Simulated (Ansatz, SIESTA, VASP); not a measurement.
## One calculation of Al, 9 ways

The starting cell:

```
CELL_PARAMETERS angstrom
0.00000 2.02481 2.02481
2.02481 0.00000 2.02481
2.02481 2.02481 0.00000
ATOMIC_POSITIONS crystal
Al 0.00000 0.00000 0.00000
```

Alike in all runs: task relaxation of cell and atoms; functional PBE; k mesh 11 × 11 × 11; occupations fermi-dirac, width 0.05 eV; no spin polarisation; no spin-orbit coupling.

```json
{"program and potentials": "Ansatz, Ansatz PAW", "plane-wave cutoff (eV)": "420", "notes": "-", "equilibrium volume (Å³/atom)": "16.51"}
{"program and potentials": "VASP, PBE PAW files Al_GW, 680 eV", "plane-wave cutoff (eV)": "680", "notes": "-", "equilibrium volume (Å³/atom)": "16.46"}
{"program and potentials": "VASP, PBE PAW files Al, release 54, 580 eV", "plane-wave cutoff (eV)": "580", "notes": "-", "equilibrium volume (Å³/atom)": "16.49"}
{"program and potentials": "VASP, PBE PAW files Al, 580 eV", "plane-wave cutoff (eV)": "580", "notes": "-", "equilibrium volume (Å³/atom)": "16.50"}
{"program and potentials": "VASP, PBE PAW files Al, release 54, 600 eV", "plane-wave cutoff (eV)": "600", "notes": "-", "equilibrium volume (Å³/atom)": "16.49"}
{"program and potentials": "SIESTA, files PseudoDojo sr-pbe-0.4.1-standard, TZDP (energy shift 0.01 Ry)", "plane-wave cutoff (eV)": "-", "notes": "atomic basis", "equilibrium volume (Å³/atom)": "16.47"}
{"program and potentials": "VASP, PBE PAW files Al_GW, 630 eV", "plane-wave cutoff (eV)": "630", "notes": "-", "equilibrium volume (Å³/atom)": "16.46"}
{"program and potentials": "VASP, PBE PAW files Al, 600 eV", "plane-wave cutoff (eV)": "600", "notes": "-", "equilibrium volume (Å³/atom)": "16.51"}
{"program and potentials": "Ansatz, all-electron LAPW, scalar-relativistic", "plane-wave cutoff (eV)": "-", "notes": "-", "equilibrium volume (Å³/atom)": "16.51"}
```

The equilibrium volume spans 16.46 (VASP, PBE PAW files Al_GW, 630 eV) to 16.51 Å³/atom (Ansatz, Ansatz PAW), with all-electron results at 16.51. Relaxations stop with a little pressure left, so the last digit of a volume isn't settled. Rows in atomic bases carry the error of their basis and grid, which can be large.

Differences between rows come from potentials, basis sets and numerical settings, since the functional is the same but for its coding. Runs on potential files found faulty are left out.

The nine runs give practically the same equilibrium volume for fcc aluminium, and all contract slightly from the starting cell. Such agreement is expected of a simple sp metal. The 3s and 3p electrons form a nearly free-electron band with a smooth density, while the compact neon-like core lies far below in energy and barely responds to bonding. A frozen core or pseudopotential therefore loses little against the all-electron treatment, and there are no partly filled d or f shells to make the result sensitive to how the potential was built.

The Al_GW files give the smallest volume, 16.46 Å³/atom, at both 630 and 680 eV, so the small offset from the all-electron value probably comes from the potential rather than the cutoff. The closeness of the SIESTA result may owe something to cancelling errors and doesn't by itself show a converged basis. Because all runs share one k mesh and smearing, an error in sampling the Fermi surface could shift every volume together without widening the spread.
